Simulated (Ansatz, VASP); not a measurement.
GaN in VASP and in Ansatz

```
CELL_PARAMETERS angstrom
3.19000 0.00000 0.00000
-1.59500 2.76262 0.00000
0.00000 0.00000 5.19000
ATOMIC_POSITIONS crystal
Ga 0.33333 0.66667 0.00000
Ga 0.66667 0.33333 0.50000
N 0.33333 0.66667 0.37700
N 0.66667 0.33333 0.87700
```

Alike in both runs: task single point; functional PBE; k mesh 4 × 4 × 3; no spin polarisation.

|  | VASP | Ansatz |
| --- | --- | --- |
| version | VASP 6.6.1 | Ansatz 0.2.0 |
| potentials or method | VASP PAW PBE potentials, release 64 (Ga_d, N) | scalar-relativistic, plane waves, PAW |
| plane-wave cutoff (eV) | 520 | 420 |
| occupations | gaussian, width 0.01 eV | fixed |
| valence electrons in the cell | 36 | 36 |

VASP gave:

- gap on the k mesh at the Fermi level (eV): 1.90
- least direct gap on the mesh (eV): 1.90

Task: Estimate Ansatz's values.

Result: gap on the k mesh at the Fermi level (eV): 1.89; least direct gap on the mesh (eV): 1.89.

Caveats: the k mesh is coarse (spacing up to 0.57 Å⁻¹), so the values aren't converged.
